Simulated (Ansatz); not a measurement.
V under changes of volume

One of the cells (13.891 Å³/atom); the others are scaled copies at fixed shape and fractional positions:

```
V
1.0
    -1.51435    1.51435    1.51435
     1.51435   -1.51435    1.51435
     1.51435    1.51435   -1.51435
V
1
Direct
  0.00000 0.00000 0.00000
```

```yaml
Program: Ansatz 0.2.0
Functional: PBE
Potentials_or_basis: all-electron LAPW, scalar-relativistic
Cutoff: 278 eV (chosen from the basis error)
Basis_error_allowed: 0.0005 eV/atom
k_mesh: 12 × 12 × 12
Occupations: fermi-dirac, width 0.05 eV
Spin: collinear spin, ferromagnetic start
Starting_moments: "[2.0] μB"
```

| volume (Å³/atom) | energy over the lowest point (meV/atom) | pressure (GPa) |
| --- | --- | --- |
| 13.058 | 6.28 | 5.7 |
| 13.336 | 0.00 | 1.6 |
| 13.613 | 0.41 | -2.1 |
| 13.891 | 6.96 | -5.4 |
| 14.169 | 19.14 | -8.5 |
| 14.447 | 36.43 | -11.2 |
| 14.725 | ? | ? |

Task: What does the run at 14.725 Å³/atom give?

Result: Energy over the lowest point 58.31 meV/atom; pressure -13.7 GPa.

Worked out: A Birch-Murnaghan fit of order 3 (a polynomial in V^(-2/3)) to the other rows has its minimum at 13.46 Å³/atom with B0 = V·E''(V) = 180 GPa and B' = 3.4. It gives 58.43 meV/atom at 14.725 Å³/atom, against the run's 58.31, and -dE/dV = -13.9 GPa, against -13.7.

Energies are extrapolated to zero smearing.

Caveats: the starting moments weren't kept.
